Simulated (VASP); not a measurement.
# PbSe (I4/mmm) in VASP: band structure with LDA

Aim: the band structure of PbSe with LDA.

Everything below comes from runs of VASP 6.6.1. Logs are shortened: lines on timing, memory, paths and dates and some standing lists are left out, and cuts for length are marked.

## (1) The crystal as given

The structure is tetragonal, space group I4/mmm (No. 139). Conventional cell: a = 4.407 Å, b = 4.407 Å, c = 6.011 Å, α = 90.00°, β = 90.00°, γ = 90.00°. Pb (site symmetry 4/mmm) is surrounded by 6 Se at 3.01 to 3.12 Å. Se (site symmetry 4/mmm) has 6 Pb at 3.01 to 3.12 Å as nearest neighbours.

The cell was built by a generator and isn't the measured one.

## (2) Band structure, LDA

The input, POSCAR:

```
PbSe                                    
1.0
    4.4071807864      0.0000000000      0.0000000000
    0.0000000000      4.4071807864      0.0000000000
    0.0000000000      0.0000000000      6.0111998800
  Pb              Se            
     2     2
Direct
     0.0000000000000000    0.0000000000000000    0.0000000000000000
     0.5000000000000000    0.5000000000000000    0.5000000000000000
     0.5000000000000000    0.5000000000000000    0.0000000000000000
     0.0000000000000000    0.0000000000000000    0.5000000000000000
```

The input, INCAR.step1:

```
  PREC = Accurate
  ENCUT = 520
  EDIFF = 1E-6
  ISMEAR = 0
  SIGMA = 0.02
  LREAL = F
  LASPH = T
  NELM = 80
  ALGO = Normal
  ISIF = 2
  LWAVE = F
  LCHARG = T
  GGA = CA
  NBANDS = 28
```

The input, KPOINTS.step1:

```
regular mesh
0
Gamma
  7 7 5
```

The input, INCAR.step2:

```
  PREC = Accurate
  ENCUT = 520
  EDIFF = 1E-6
  ISMEAR = 0
  SIGMA = 0.05
  LREAL = F
  LASPH = T
  NELM = 80
  ALGO = Normal
  ISIF = 2
  LWAVE = F
  LCHARG = F
  GGA = CA
  NBANDS = 28
  ICHARG = 11
```

The input, KPOINTS.step2:

```
path GXMGZRAZ,XR,MA
10
line-mode
reciprocal
 0.0000000000  0.0000000000  0.0000000000  G
 0.0000000000  0.5000000000  0.0000000000  X

 0.0000000000  0.5000000000  0.0000000000  X
 0.5000000000  0.5000000000  0.0000000000  M

 0.5000000000  0.5000000000  0.0000000000  M
 0.0000000000  0.0000000000  0.0000000000  G

 0.0000000000  0.0000000000  0.0000000000  G
 0.0000000000  0.0000000000  0.5000000000  Z

 0.0000000000  0.0000000000  0.5000000000  Z
 0.0000000000  0.5000000000  0.5000000000  R

 0.0000000000  0.5000000000  0.5000000000  R
 0.5000000000  0.5000000000  0.5000000000  A

 0.5000000000  0.5000000000  0.5000000000  A
 0.0000000000  0.0000000000  0.5000000000  Z

 0.0000000000  0.5000000000  0.0000000000  X
 0.0000000000  0.5000000000  0.5000000000  R

 0.5000000000  0.5000000000  0.0000000000  M
 0.5000000000  0.5000000000  0.5000000000  A
```

Potentials or basis: VASP PAW LDA potentials, release 64 (Pb_d, Se).

Run with:

```console
cat potpaw_LDA.64/Pb_d/POTCAR potpaw_LDA.64/Se/POTCAR > POTCAR
cp INCAR.step1 INCAR
cp KPOINTS.step1 KPOINTS
mpirun -np 1 vasp_std > vasp.out
cp INCAR.step2 INCAR
cp KPOINTS.step2 KPOINTS
mpirun -np 1 vasp_std > vasp.out
```

OUTCAR:

```text
PREC = Accurate
   ENCUT = 520
   EDIFF = 1E-6
   ISMEAR = 0
   LREAL = F
   LASPH = T
   NELM = 80
   ISIF = 2
   GGA = CA
   ICHARG = 11

 ion  position               nearest neighbor table
   1  0.000  0.000  0.000-   4 3.01   4 3.01   3 3.12   3 3.12   3 3.12   3 3.12
   2  0.500  0.500  0.500-   3 3.01   3 3.01   4 3.12   4 3.12   4 3.12   4 3.12
   3  0.500  0.500  0.000-   2 3.01   2 3.01   1 3.12   1 3.12   1 3.12   1 3.12
   4  0.000  0.000  0.500-   1 3.01   1 3.01   2 3.12   2 3.12   2 3.12   2 3.12

  LATTYP: Found a simple tetragonal cell.
 ALAT       =     4.4071807864
 C/A-ratio  =     1.3639558192

  Lattice vectors:

 A1 = (   4.4071807864,   0.0000000000,   0.0000000000)
 A2 = (   0.0000000000,   4.4071807864,   0.0000000000)
 A3 = (   0.0000000000,   0.0000000000,   6.0111998800)

Analysis of symmetry for initial positions (statically):
=====================================================================
 Subroutine PRICEL returns following result:

  LATTYP: Found a body centered tetragonal cell.
 ALAT       =     4.4071807864
 C/A-ratio  =     1.3639558192

  Lattice vectors:

 A1 = (  -2.2035903932,  -2.2035903932,  -3.0055999400)
 A2 = (   2.2035903932,   2.2035903932,  -3.0055999400)
 A3 = (   2.2035903932,  -2.2035903932,   3.0055999400)

   2 primitive cells build up your supercell.

 Routine SETGRP: Setting up the symmetry group for a
 simple tetragonal supercell.

 Subroutine GETGRP returns: Found 16 space group operations
 (whereof 16 operations were pure point group operations)
 out of a pool of 16 trial point group operations.

The static configuration has the point symmetry D_4h.

Analysis of symmetry for dynamics (positions and initial velocities):
=====================================================================
 Subroutine PRICEL returns following result:

  LATTYP: Found a body centered tetragonal cell.
 ALAT       =     4.4071807864
 C/A-ratio  =     1.3639558192

  Lattice vectors:

 A1 = (  -2.2035903932,  -2.2035903932,  -3.0055999400)
 A2 = (   2.2035903932,   2.2035903932,  -3.0055999400)
 A3 = (   2.2035903932,  -2.2035903932,   3.0055999400)

   2 primitive cells build up your supercell.

 Routine SETGRP: Setting up the symmetry group for a
 simple tetragonal supercell.

 Subroutine GETGRP returns: Found 16 space group operations
[... 93 lines left out ...]
   LASPH  =      T    aspherical Exc in radial PAW
   ENCUT  =  520.0 eV  38.22 Ry    6.18 a.u.   8.19  8.19 11.18*2*pi/ulx,y,z
   NELM   =     80;   NELMIN=  2; NELMDL=  0     # of ELM steps
   EDIFF  = 0.1E-05   stopping-criterion for ELM
   LREAL  =      F    real-space projection
   EDIFFG = 0.1E-04   stopping-criterion for IOM
   NSW    =      0    number of steps for IOM
   IBRION =     -1    ionic relax: 0-MD 1-quasi-New 2-CG
   NFREE  =      0    steps in history (QN), initial steepest desc. (CG)
   ISIF   =      2    stress and relaxation
   ISYM   =      2    0-nonsym 1-usesym 2-fastsym
   POTIM  = 0.5000    time-step for ionic-motion
   TEBEG  =    0.0;   TEEND  =   0.0 temperature during run
   PSTRESS=    0.0 pullay stress
   NELECT =      40.0000    total number of electrons
   NUPDOWN=      -1.0000    fix difference up-down
   EMIN   =  10.00;   EMAX   =-10.00  energy-range for DOS
   EFERMI =   0.00;   METHOD = LEGACY
   ISMEAR =     0;   SIGMA  =   0.05  broadening in eV -4-tet -1-fermi 0-gaus
   EFERMI_NEDOS =   21; number of points for ismear=-14 and -15
   IALGO  =     38    algorithm
   IMIX   =      4    mixing-type and parameters
     AMIX     =   0.40;   BMIX     =  1.00
     AMIX_MAG =   1.60;   BMIX_MAG =  1.00
  volume/ion in A,a.u.               =      29.19       196.98
  Fermi-wavevector in a.u.,A,eV,Ry     =   1.145514  2.164708 17.853607  1.312203
  Thomas-Fermi vector in A             =   2.282202
   LORBIT       =      0    0 simple, 1 ext, 2 COOP (PROOUT), +10 PAW based schemes
   GGA     = CA    functional components
   LHFCALC =     F    Hartree Fock is set to
   AEXX    =    0.0000 exact exchange contribution
   IVDW    =     0    specifies the selected vdW correction
   LEPSILON=     F    determine dielectric tensor
   LRPA    =     F    only Hartree local field effects (RPA)
 non-spin polarized calculation
 Gauss-broadening in eV      SIGMA  =   0.05
  energy-cutoff  :      520.00
  volume of cell :      116.76
 maximum number of plane-waves:      3172
 NGX is ok and might be reduce to    36

 number of electron      39.9999996 magnetization

 Free energy of the ion-electron system (eV)
  ---------------------------------------------------
  ext. energy  EPLUGINS =         0.00000000
  ---------------------------------------------------
  free energy    TOTEN  =       -19.32258740 eV

  energy without entropy =      -19.32244366  energy(sigma->0) =      -19.32251553

 E-fermi :   4.7937     XC(G=0):  -9.7635

 val. band max:        4.7033666900   @ k =   0.0000   0.5000   0.5000
 cond. band min:       4.8840470879   @ k =   0.0000   0.5000   0.5000
 fundamental gap:      0.1806803979
 Fermi energy:         4.7937067193

 k-point     1 :       0.0000    0.0000    0.0000
  band No.  band energies     occupation
      1     -12.1871      2.00000
      2     -12.0854      2.00000
      3     -12.0747      2.00000
      4     -12.0662      2.00000
      5     -12.0590      2.00000
      6     -12.0566      2.00000
[... 733 lines left out ...]
     27      10.1650      0.00000
     28      11.4038      0.00000

 [... further k-points ...]

------------------------ aborting loop because EDIFF is reached ----------------------------------------

  FORCE on cell =-STRESS in cart. coord.  units (eV):
  Direction    XX          YY          ZZ          XY          YZ          ZX
  --------------------------------------------------------------------------------------
  -------------------------------------------------------------------------------------
  Total       -5.1370134     -5.1370134      3.4321613      0.0000000     -0.0000000      0.0000000
  in kB      -70.4917648    -70.4917648     47.0972310      0.0000000     -0.0000000      0.0000000
  external PRESSURE =     -31.2954328 kB  Pullay stress =       0.0000000 kB

 VOLUME and BASIS-vectors are now :
 -----------------------------------------------------------------------------
  energy-cutoff  :      520.00
  volume of cell :      116.76
      direct lattice vectors                 reciprocal lattice vectors
     4.407180786  0.000000000  0.000000000     0.226902423  0.000000000  0.000000000
     0.000000000  4.407180786  0.000000000     0.000000000  0.226902423  0.000000000
     0.000000000  0.000000000  6.011199880     0.000000000  0.000000000  0.166356139

 POSITION                                       TOTAL-FORCE (eV/Angst)
 -----------------------------------------------------------------------------------
      0.00000      0.00000      0.00000        -0.000000      0.000000      0.000000
      2.20359      2.20359      3.00560        -0.000000      0.000000     -0.000000
      2.20359      2.20359      0.00000         0.000000      0.000000      0.000000
      0.00000      0.00000      3.00560        -0.000000     -0.000000      0.000000
 -----------------------------------------------------------------------------------
    total drift:                                0.000000      0.000000      0.000000

  FREE ENERGIE OF THE ION-ELECTRON SYSTEM (eV)
  ---------------------------------------------------
  free  energy   TOTEN  =       -19.3225874011 eV

  energy  without entropy=      -19.3224436629  energy(sigma->0) =      -19.32251553
```

OSZICAR.step1:

```text
N       E                     dE             d eps       ncg     rms          rms(c)
DAV:   1     0.408603966932E+03    0.40860E+03   -0.18262E+04  1680   0.147E+03
DAV:   2     0.255448517431E+02   -0.38306E+03   -0.37162E+03  1708   0.397E+02
DAV:   3    -0.175039754579E+02   -0.43049E+02   -0.42201E+02  2180   0.153E+02
DAV:   4    -0.193603465971E+02   -0.18564E+01   -0.18503E+01  2008   0.330E+01
DAV:   5    -0.194274253989E+02   -0.67079E-01   -0.67069E-01  2204   0.670E+00    0.391E+00
DAV:   6    -0.188472470217E+02    0.58018E+00   -0.13070E+00  2332   0.713E+00    0.211E+00
DAV:   7    -0.188319762905E+02    0.15271E-01   -0.25312E-01  1880   0.200E+00    0.121E+00
DAV:   8    -0.188300254466E+02    0.19508E-02   -0.37138E-02  2188   0.157E+00    0.345E-01
DAV:   9    -0.188277044463E+02    0.23210E-02   -0.92554E-03  2284   0.749E-01    0.682E-02
DAV:  10    -0.188277893949E+02   -0.84949E-04   -0.65342E-04  1944   0.120E-01    0.243E-02
DAV:  11    -0.188277896950E+02   -0.30018E-06   -0.20980E-05  2240   0.359E-02    0.650E-03
DAV:  12    -0.188277891163E+02    0.57872E-06   -0.15641E-06  1096   0.160E-02
   1 F= -.18827789E+02 E0= -.18827789E+02  d E =-.141751E-31
```

Wall time 94 s (1 thread of Intel Xeon 6975P-C (Granite Rapids), shared host); peak memory 0.36 GiB.

Results:

```
Band gap along the path : 0.18 eV
```

Levels at the corners of the path, in eV from the valence-band top:
```tsv
point	band 18	band 19	band 20	band 21	band 22	band 23
Γ	-2.03	-1.70	-1.70	3.58	4.27	4.27
X	-1.62	-0.97	-0.97	1.31	1.31	2.10
X	-1.62	-0.97	-0.97	1.31	1.31	2.10
M	-3.32	-2.94	-2.94	3.72	3.72	5.07
M	-3.32	-2.94	-2.94	3.72	3.72	5.07
Γ	-2.03	-1.70	-1.70	3.58	4.27	4.27
Γ	-2.03	-1.70	-1.70	3.58	4.27	4.27
Z	-2.51	-1.33	-1.33	2.35	2.35	4.37
Z	-2.51	-1.33	-1.33	2.35	2.35	4.37
R	-1.37	0.00	0.00	0.18	0.18	1.53
R	-1.37	0.00	0.00	0.18	0.18	1.53
A	-4.05	-0.57	-0.57	1.92	1.92	4.68
A	-4.05	-0.57	-0.57	1.92	1.92	4.68
Z	-2.51	-1.33	-1.33	2.35	2.35	4.37
X	-1.62	-0.97	-0.97	1.31	1.31	2.10
R	-1.37	0.00	0.00	0.18	0.18	1.53
M	-3.32	-2.94	-2.94	3.72	3.72	5.07
A	-4.05	-0.57	-0.57	1.92	1.92	4.68
```

Caveat: the log is that of the step along the path at fixed density, whose energy, stress, charges and moments have no meaning; spin-orbit coupling is left out, which moves the levels of the heavy elements.
